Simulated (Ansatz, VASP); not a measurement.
One calculation of Ir, two programs

POSCAR

```
Ir
1.0
    0.0000000000      1.9228496764      1.9228496764
    1.9228496764      0.0000000000      1.9228496764
    1.9228496764      1.9228496764      0.0000000000
Ir
1
Direct
    0.0000000000      0.0000000000      0.0000000000
```

INCAR.step1

```
ALGO = Normal
EDIFF = 1E-4
ENCUT = 520
GGA = PE
ISMEAR = 0
LASPH = True
LCHARG = False
LREAL = False
LWAVE = True
NBANDS = 10
NELM = 80
PREC = Accurate
SIGMA = 0.6
```

Contents of INCAR.step2:

```
ALGO = Normal
EDIFF = 1E-6
ENCUT = 520
ISIF = 2
ISMEAR = 0
ISTART = 1
LASPH = True
LCHARG = True
LELF = True
LMIXTAU = True
LREAL = False
LVHAR = True
LWAVE = False
METAGGA = R2SCAN
NBANDS = 10
NELM = 80
PREC = Accurate
SIGMA = 0.6
```

The input KPOINTS:

```
k-points
0
Gamma
  14 14 14
```

Input for Ansatz:

```yaml
crystal:
  lattice:
    - [0.0, 1.9228496764, 1.9228496764]
    - [1.9228496764, 0.0, 1.9228496764]
    - [1.9228496764, 1.9228496764, 0.0]
  atoms:
    - { symbol: Ir, position: [0.0, 0.0, 0.0] }
hamiltonian:
  xc: r2scan
  pseudopotentials:
    kind: paw
    azcp:
      Ir: "pseudopotentials/Ir.paw.azcp"
basis:
  ecutwfc: 500
  fft_grid_basis: typed
kpoints:
  mp_grid: { grid: [14, 14, 14], shift: [0, 0, 0] }
magnetization:
  spin_polarized: false
scf:
  occupations: { method: gaussian, width: 0.6 }
  lower_state_search: "off"
output:
  stress: true
```

Alike in both runs: task single point; functional r2SCAN; k mesh 14 × 14 × 14; occupations gaussian, width 0.6 eV; no spin polarisation.

```csv
,VASP,Ansatz
version,VASP 6.6.1,Ansatz 0.2.0
potentials or method,"VASP PAW PBE potentials, release 64 (Ir)","plane waves (500 eV) with PAW, scalar-relativistic"
plane-wave cutoff (eV),520,500
valence electrons in the cell,9,17
```

```tsv
	VASP	Ansatz	Ansatz less VASP
pressure (GPa)	3.8	1.3	-2.50
```

The two sets of potentials don't hold the same shells in valence.

Caveats: the PAW data sets were made with another functional, which shifts forces and pressure a little (VASP). The runs have no spin-orbit coupling, so splittings on Ir are missing.
